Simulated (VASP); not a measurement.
# SiC (F-43m) in VASP: band structure with PBE-EpsX

Aim: the band structure of SiC with PBE-EpsX.

Program: VASP 6.6.1. These are calculated values, not measurements. Logs are shortened: lines on timing, memory, paths and dates and some standing lists are left out, and cuts for length are marked.

**Experimental background.**

“Insight into the structural, elastic and electronic properties of a new orthorhombic 6O-SiC polytype”, 2020, pmc:7200658 quotes, for a bulk crystal of SiC: band gap 2.4 eV (indirect).

The results are compared with them further down.

## Step 1: The crystal as given

Symmetry: F-43m, No. 216, cubic system. Conventional cell: a = 4.379 Å, b = 4.379 Å, c = 4.379 Å, α = 90.00°, β = 90.00°, γ = 90.00°. Si (site symmetry -43m) has 4 C at 1.90 Å as nearest neighbours. C (site symmetry -43m) has 4 Si at 1.90 Å as nearest neighbours.

## Step 2: Band structure, PBE-EpsX

File POSCAR:

```
SiC                                     
1.0
    0.0000000000      2.1897021501      2.1897021501
    2.1897021501      0.0000000000      2.1897021501
    2.1897021501      2.1897021501      0.0000000000
  Si              C             
     1     1
Direct
     0.0000000000000000    0.0000000000000000    0.0000000000000000
     0.2500000000000000    0.2500000000000000    0.2500000000000000
```

File INCAR.step1:

```
SYSTEM = SiC
PREC = Accurate
ENCUT = 520
EDIFF = 1E-8
ISMEAR = 0
SIGMA = 0.02
LREAL = .FALSE.
LASPH = .TRUE.
NELM = 100
ALGO = Normal
ISIF = 2
LWAVE = .FALSE.
LCHARG = .FALSE.
KPAR = 4
GGA = PE
LEPSILON = .TRUE.
```

File KPOINTS.step1:

```
Automatic mesh
0
G
  12 12 12
  0 0 0
```

File INCAR.step2:

```
SYSTEM = SiC
PREC = Accurate
ENCUT = 520
EDIFF = 1E-5
ISMEAR = 0
SIGMA = 0.02
LREAL = .FALSE.
LASPH = .TRUE.
NELM = 100
ALGO = Normal
ISIF = 2
LWAVE = .TRUE.
LCHARG = .FALSE.
KPAR = 4
GGA = PE
```

File KPOINTS.step2:

```
regular mesh
0
G
  8 8 8
  0 0 0
```

File INCAR.step3:

```
SYSTEM = SiC
PREC = Accurate
ENCUT = 520
EDIFF = 1E-7
ISMEAR = 0
SIGMA = 0.02
LREAL = .FALSE.
LASPH = .TRUE.
NELM = 100
ALGO = Normal
ISIF = 2
LWAVE = .FALSE.
LCHARG = .FALSE.
GGA = PE
LHFCALC = .TRUE.
AEXX = 0.1426
PRECFOCK = Fast
HFRCUT = -1
KPAR = 4
ISTART = 1
```

File KPOINTS.step3:

```
regular mesh
0
G
  8 8 8
  0 0 0
```

File KPOINTS_OPT:

```
path GXWKGLUWLK,UX
12
line-mode
reciprocal
 0.0000000000  0.0000000000  0.0000000000  G
 0.5000000000  0.0000000000  0.5000000000  X

 0.5000000000  0.0000000000  0.5000000000  X
 0.5000000000  0.2500000000  0.7500000000  W

 0.5000000000  0.2500000000  0.7500000000  W
 0.3750000000  0.3750000000  0.7500000000  K

 0.3750000000  0.3750000000  0.7500000000  K
 0.0000000000  0.0000000000  0.0000000000  G

 0.0000000000  0.0000000000  0.0000000000  G
 0.5000000000  0.5000000000  0.5000000000  L

 0.5000000000  0.5000000000  0.5000000000  L
 0.6250000000  0.2500000000  0.6250000000  U

 0.6250000000  0.2500000000  0.6250000000  U
 0.5000000000  0.2500000000  0.7500000000  W

 0.5000000000  0.2500000000  0.7500000000  W
 0.5000000000  0.5000000000  0.5000000000  L

 0.5000000000  0.5000000000  0.5000000000  L
 0.3750000000  0.3750000000  0.7500000000  K

 0.6250000000  0.2500000000  0.6250000000  U
 0.5000000000  0.0000000000  0.5000000000  X
```

Potentials or basis: VASP PAW PBE potentials, release 64 (Si, C).

Command:

```
> cat potpaw_PBE.64/Si/POTCAR potpaw_PBE.64/C/POTCAR > POTCAR
> cp INCAR.step1 INCAR
> cp KPOINTS.step1 KPOINTS
> mpirun -np 4 vasp_std > vasp.out
> cp INCAR.step2 INCAR
> cp KPOINTS.step2 KPOINTS
> mpirun -np 4 vasp_std > vasp.out
> cp INCAR.step3 INCAR
> cp KPOINTS.step3 KPOINTS
> mpirun -np 4 vasp_std > vasp.out
```

OUTCAR:

```text
SYSTEM = SiC
   PREC = Accurate
   ENCUT = 520
   EDIFF = 1E-7
   ISMEAR = 0
   LREAL = .FALSE.
   LASPH = .TRUE.
   NELM = 100
   ISIF = 2
   GGA = PE
   LHFCALC = .TRUE.
   AEXX = 0.1426
   PRECFOCK = Fast
   ISTART = 1

 ion  position               nearest neighbor table
   1  0.000  0.000  0.000-   2 1.90   2 1.90   2 1.90   2 1.90
   2  0.250  0.250  0.250-   1 1.90   1 1.90   1 1.90   1 1.90

  LATTYP: Found a face centered cubic cell.
 ALAT       =     4.3794043002

  Lattice vectors:

 A1 = (   0.0000000000,   2.1897021501,   2.1897021501)
 A2 = (   2.1897021501,   0.0000000000,   2.1897021501)
 A3 = (   2.1897021501,   2.1897021501,   0.0000000000)

Analysis of symmetry for initial positions (statically):
=====================================================================
 Subroutine PRICEL returns:
 Original cell was already a primitive cell.

 Routine SETGRP: Setting up the symmetry group for a
 face centered cubic supercell.

 Subroutine GETGRP returns: Found 24 space group operations
 (whereof 24 operations were pure point group operations)
 out of a pool of 48 trial point group operations.

The static configuration has the point symmetry T_d .

Analysis of symmetry for dynamics (positions and initial velocities):
=====================================================================
 Subroutine PRICEL returns:
 Original cell was already a primitive cell.

 Routine SETGRP: Setting up the symmetry group for a
 face centered cubic supercell.

 Subroutine GETGRP returns: Found 24 space group operations
 (whereof 24 operations were pure point group operations)
 out of a pool of 48 trial point group operations.

The dynamic configuration has the point symmetry T_d .

 Subroutine INISYM returns: Found 24 space group operations
 (whereof 24 operations are pure point group operations),
 and found     1 'primitive' translations

----------------------------------------------------------------------------------------

                                     Primitive cell

  volume of cell :      20.9983

  direct lattice vectors                    reciprocal lattice vectors
     0.000000000  2.189702150  2.189702150    -0.228341558  0.228341558  0.228341558
     2.189702150  0.000000000  2.189702150     0.228341558 -0.228341558  0.228341558
     2.189702150  2.189702150  0.000000000     0.228341558  0.228341558 -0.228341558

  length of vectors
     3.096706478  3.096706478  3.096706478     0.395499180  0.395499180  0.395499180

[... 94 lines left out ...]
   EFERMI =   0.00;   METHOD = LEGACY
   ISMEAR =     0;   SIGMA  =   0.02  broadening in eV -4-tet -1-fermi 0-gaus
   EFERMI_NEDOS =   21; number of points for ismear=-14 and -15
   IALGO  =     38    algorithm
   IMIX   =      1    mixing-type and parameters
     AMIX     =   0.40;   BMIX     =  1.00
     AMIX_MAG =   1.60;   BMIX_MAG =  1.00
  volume/ion in A,a.u.               =      10.50        70.85
  Fermi-wavevector in a.u.,A,eV,Ry     =   1.186797  2.242721 19.163632  1.408487
  Thomas-Fermi vector in A             =   2.322962
   LORBIT       =      0    0 simple, 1 ext, 2 COOP (PROOUT), +10 PAW based schemes
   GGA     = PE    functional components
   LHFCALC =     T    Hartree Fock is set to
   PRECFOCK=fast      Normal, Fast or Accurate (Low or Medium for compatibility)
   ENCUT4O =  -1.0   cutoff for four orbital integrals eV
   NKREDX  =     1    reduce k-point grid by
   NKREDY  =     1    reduce k-point grid by
   NKREDZ  =     1    reduce k-point grid by
   AEXX    =    0.1426 exact exchange contribution
   HFSCREEN=    0.0000 screening length (either q_TF or 0.3 A-1)
   HFSCREENC=   0.0000 screening length for correlation (either q_TF or 0.3 A-1)
   ENCUTFOCK=  -1.0 apply spherical cutoff to Coloumb kernel
   IVDW    =     0    specifies the selected vdW correction
   LEPSILON=     F    determine dielectric tensor
   LRPA    =     F    only Hartree local field effects (RPA)
 non-spin polarized calculation
 Gauss-broadening in eV      SIGMA  =   0.02
  energy-cutoff  :      520.00
  volume of cell :       21.00
 maximum number of plane-waves:       588
  NGX = 14; NGY = 14; NGZ = 14

 number of electron       8.0000001 magnetization

 Free energy of the ion-electron system (eV)
  ---------------------------------------------------
  ext. energy  EPLUGINS =         0.00000000
  ---------------------------------------------------
  free energy    TOTEN  =       -16.99259801 eV

  energy without entropy =      -16.99259801  energy(sigma->0) =      -16.99259801

 E-fermi :   7.5594     XC(G=0):  -9.9280

 val. band max:        7.3882451925   @ k =   0.0000   0.0000   0.0000
 cond. band min:       9.6553947661   @ k =   0.5000   0.5000   0.0000
 fundamental gap:      2.2671495736
 Fermi energy:         7.5594327460

 k-point     1 :       0.0000    0.0000    0.0000
  band No.  band energies     occupation
      1      -8.8396      2.00000
      2       7.3882      2.00000
      3       7.3882      2.00000
      4       7.3882      2.00000
      5      14.5984      0.00000
      6      15.7353      0.00000
      7      15.7353      0.00000
      8      15.7353      0.00000
[... 243 lines left out ...]
 k-point    24 :      -0.3750    0.2500    0.1250
  band No.  band energies     occupation
      1      -4.4920      2.00000
      2      -0.8333      2.00000
      3       3.4889      2.00000
      4       5.0309      2.00000
      5      13.6684      0.00000
      6      15.7061      0.00000
      7      18.7252      0.00000
      8      19.6136      0.00000

 [... further k-points ...]

------------------------ aborting loop because EDIFF is reached ----------------------------------------

  FORCE on cell =-STRESS in cart. coord.  units (eV):
  Direction    XX          YY          ZZ          XY          YZ          ZX
  --------------------------------------------------------------------------------------
  -------------------------------------------------------------------------------------
  Total       -0.3930016     -0.3930016     -0.3930016     -0.0000000      0.0000000      0.0000000
  in kB      -29.9860857    -29.9860857    -29.9860857     -0.0000000      0.0000000      0.0000000
  external PRESSURE =     -29.9860857 kB  Pullay stress =       0.0000000 kB

 VOLUME and BASIS-vectors are now :
 -----------------------------------------------------------------------------
  energy-cutoff  :      520.00
  volume of cell :       21.00
      direct lattice vectors                 reciprocal lattice vectors
     0.000000000  2.189702150  2.189702150    -0.228341558  0.228341558  0.228341558
     2.189702150  0.000000000  2.189702150     0.228341558 -0.228341558  0.228341558
     2.189702150  2.189702150  0.000000000     0.228341558  0.228341558 -0.228341558

 POSITION                                       TOTAL-FORCE (eV/Angst)
 -----------------------------------------------------------------------------------
      0.00000      0.00000      0.00000         0.000000     -0.000000     -0.000000
      1.09485      1.09485      1.09485        -0.000000      0.000000      0.000000
 -----------------------------------------------------------------------------------
    total drift:                                0.000001     -0.000000      0.000000

  FREE ENERGIE OF THE ION-ELECTRON SYSTEM (eV)
  ---------------------------------------------------
  free  energy   TOTEN  =       -16.9925980066 eV

  energy  without entropy=      -16.9925980066  energy(sigma->0) =      -16.99259801
```

OUTCAR.step1:

```text
SYSTEM = SiC
   PREC = Accurate
   ENCUT = 520
   EDIFF = 1E-8
   ISMEAR = 0
   LREAL = .FALSE.
   LASPH = .TRUE.
   NELM = 100
   ISIF = 2
   GGA = PE
[... 548 lines left out ...]
  x    -0.00000    -0.00000    -0.00000     0.00000    -0.98247     0.00000
  y     0.00000     0.00000     0.00000     0.00000     0.00000    -0.98247
  z    -0.00000    -0.00000     0.00000    -0.98247     0.00000     0.00000

 BORN EFFECTIVE CHARGES (including local field effects) (in |e|, cummulative output)
 ---------------------------------------------------------------------------------
 ion    1
    1     2.68363     0.00000     0.00000
    2     0.00000     2.68363     0.00000
    3     0.00000     0.00000     2.68363
 ion    2
    1    -2.68363     0.00000     0.00000
    2     0.00000    -2.68363     0.00000
    3     0.00000     0.00000    -2.68363
```

Wall time 9.3 min (4 MPI ranks of AMD EPYC 7R13 (Zen 3), shared host); peak memory 0.22 GiB.

What came out:

* Free energy: -16.9926 eV
* Pressure: -3.0 GPa
* Band gap on the k mesh: 2.27 eV, indirect (least direct gap 5.61 eV)
* Band gap along the path: 2.27 eV, indirect (least direct gap 5.61 eV)

Levels at the corners of the path, in eV from the valence-band top:
```
point  band 2  band 3  band 4  band 5  band 6  band 7
    Γ    0.00    0.00    0.00    7.21    8.35    8.35
    X   -8.21   -3.34   -3.34    2.27    5.28   15.38
    X   -8.21   -3.34   -3.34    2.27    5.28   15.38
    W   -7.41   -5.21   -4.87    6.26   10.59   10.63
    W   -7.41   -5.21   -4.87    6.26   10.59   10.63
    K   -7.67   -5.78   -2.72    4.06    8.86   13.11
    K   -7.67   -5.78   -2.72    4.06    8.86   13.11
    Γ    0.00    0.00    0.00    7.21    8.35    8.35
    Γ    0.00    0.00    0.00    7.21    8.35    8.35
    L   -8.96   -1.11   -1.11    6.39    8.30    8.30
    L   -8.96   -1.11   -1.11    6.39    8.30    8.30
    U   -7.67   -5.78   -2.72    4.06    8.86   13.11
    U   -7.67   -5.78   -2.72    4.06    8.86   13.11
    W   -7.41   -5.21   -4.87    6.26   10.59   10.63
    W   -7.41   -5.21   -4.87    6.26   10.59   10.63
    L   -8.96   -1.11   -1.11    6.39    8.30    8.30
    L   -8.96   -1.11   -1.11    6.39    8.30    8.30
    K   -7.67   -5.78   -2.72    4.06    8.86   13.11
    U   -7.67   -5.78   -2.72    4.06    8.86   13.11
    X   -8.21   -3.34   -3.34    2.27    5.28   15.38
```

Caveat: the PAW data sets were made with another functional, which shifts forces and pressure a little.

## Step 3: Against experiment

Step 2. Measured gap of SiC: 2.4 eV (indirect; quoted in “Insight into the structural, elastic and electronic properties of a new orthorhombic 6O-SiC polytype”, 2020, pmc:7200658). This calculation gives 2.27 eV (-0.13 eV). The value is that of PBE-EpsX, without temperature or zero-point motion.
